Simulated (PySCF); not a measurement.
Runs of PySCF 2.14.0 on CdSe. Symmetry: F-43m, No. 216, cubic system. Conventional cell: a = 6.141 Å, b = 6.141 Å, c = 6.141 Å, α = 90.00°, β = 90.00°, γ = 90.00°. Cd (site symmetry -43m) is surrounded by 4 Se at 2.66 Å. Se (site symmetry -43m) has 4 Cd at 2.66 Å as nearest neighbours. Measurements of this composition are mostly on another form, of space group No. 186.

| task | level | potentials or basis | k mesh | smearing | density cutoff | potentials | conv_tol | max_cycle | coulomb method | other keys | mesh quality | gap on the mesh (eV) |
| --- | --- | --- | --- | --- | --- | --- | --- | --- | --- | --- | --- | --- |
| atomic charges | PBEsol | DZVP-MOLOPT-HYB/GTH-HYB (UZH) (potentials made for PBE0) | 2 × 2 × 2 | fixed | 75 Ha | Cd GTH-HYB-q12, Se GTH-HYB-q6 | 1e-07 Ha | 60 | Gaussian density fitting (GDF) | - | coarse | 0.36 |
| excitation energies (Tamm-Dancoff) | HF | DZVP-MOLOPT-HYB/GTH-HYB (UZH) (potentials made for PBE0) | 2 × 2 × 2 | fixed | 75 Ha | Cd GTH-HYB-q12, Se GTH-HYB-q6 | 1e-08 Ha | 60 | Gaussian density fitting (GDF) | - | coarse | 2.61 |
| band structure | PBE | DZVP-MOLOPT-SR/GTH-PBE (potentials made for PBE) | 4 × 4 × 4 | fermi-dirac 0.05 eV | 78 Ha | Cd GTH-PBE-q12, Se GTH-PBE-q6 | 1e-07 Ha | 60 | multigrid | - | coarse | (a) |
| atomic charges | r2SCAN | DZVP-MOLOPT-HYB/GTH-HYB (UZH) (potentials made for PBE0) | 2 × 2 × 2 | fixed | 75 Ha | Cd GTH-HYB-q12, Se GTH-HYB-q6 | 1e-07 Ha | 60 | Gaussian density fitting (GDF) | - | coarse | 0.72 |
| density of states | PBEsol | DZVP-MOLOPT-SR/GTH-PBE (potentials made for PBE) | 5 × 5 × 5 | fermi-dirac 0.05 eV | 78 Ha | Cd GTH-PBE-q12, Se GTH-PBE-q6 | 1e-07 Ha | 60 | multigrid | several, not listed | not flagged | (b) |
| density of states | PBEsol | DZVP-MOLOPT-SR/GTH-PBE (potentials made for PBE) | 2 × 2 × 2 | fermi-dirac 0.05 eV | 78 Ha | Cd GTH-PBE-q12, Se GTH-PBE-q6 | 1e-07 Ha | 60 | multigrid | several, not listed | coarse | 0.22 |
| atomic charges | B3LYP | DZVP-MOLOPT-HYB/GTH-HYB (UZH) (potentials made for PBE0) | 2 × 2 × 2 | fixed | 75 Ha | Cd GTH-HYB-q12, Se GTH-HYB-q6 | 1e-07 Ha | 60 | Gaussian density fitting (GDF) | - | coarse | 1.96 |

Alike in all rows: no spin polarisation; cell as given.

Question: Fill in the values left out.

Answer: (a) 0.54; (b) 0.38.

Caveats: some runs use coarse meshes; the basis of atomic orbitals isn't converged, which shifts pressures, moduli and gaps; on so small a mesh gaps with full-range exact exchange can be off by tenths of an eV to over 1 eV (some runs); mesh and basis are far too small for converged many-body values: gaps can be off by tenths of an eV to over 1 eV, and much correlation energy is missing (some runs); the iterative solver can pass over a root and still report convergence (some runs); meta-GGAs need a finer uniform grid than this (some runs).

A k mesh can miss the band edges, and the runs leave out spin-orbit coupling on Cd, Se.
